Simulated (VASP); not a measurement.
A run of VASP 6.6.1 is set up as follows.

INCAR

```
  PREC = Accurate
  ENCUT = 600
  EDIFF = 1E-6
  ISMEAR = 0
  SIGMA = 0.02
  LREAL = False
  LASPH = True
  NELM = 120
  ALGO = Fast
  ISIF = 3
  LWAVE = False
  LCHARG = False
  GGA = PS
  IBRION = 2
  NSW = 40
  EDIFFG = -0.005
```

The input KPOINTS:

```
Automatic mesh
0
Gamma
  10 10 10
```

File POSCAR:

```
GaAs
1.0
    0.0000000000      2.8350000000      2.8350000000
    2.8350000000      0.0000000000      2.8350000000
    2.8350000000      2.8350000000      0.0000000000
Ga As
1 1
Direct
    0.0000000000      0.0000000000      0.0000000000
    0.2500000000      0.2500000000      0.2500000000
```

Potentials or basis: VASP PAW PBE potentials, release 64 (Ga_d, As).

Run with:

```bash
$ cat potpaw_PBE.64/Ga_d/POTCAR potpaw_PBE.64/As/POTCAR > POTCAR
$ mpirun -np 1 vasp_std > vasp.out
```

**Question.** Estimate the relaxed volume.

**Answer.** 22.70 Å³/atom.

**Question.** Estimate the relaxed cell.

**Answer.** a = 4.004 Å, b = 4.004 Å, c = 4.004 Å, α = 60.00°, β = 60.00°, γ = 60.00°.

**Question.** What does it give for the band gap on the k mesh?

**Answer.** 0.42 eV, direct.

**Question.** Estimate the space group after relaxing (to 0.05 Å).

**Answer.** F-43m (No. 216).

Final structure:
```cif
data_structure
_symmetry_space_group_name_H-M 'P 1'
_symmetry_Int_Tables_number 1
_cell_length_a 4.0044
_cell_length_b 4.0044
_cell_length_c 4.0044
_cell_angle_alpha 60.000
_cell_angle_beta 60.000
_cell_angle_gamma 60.000
_cell_volume 45.40
loop_
_atom_site_label
_atom_site_type_symbol
_atom_site_fract_x
_atom_site_fract_y
_atom_site_fract_z
_atom_site_occupancy
Ga1 Ga 0.00000 0.00000 0.00000 1
As1 As 0.25000 0.25000 0.25000 1
```

Caveat: the PAW data sets were made with another functional, which shifts forces and pressure a little. As with any semilocal functional, this PBEsol gap is likely too small.
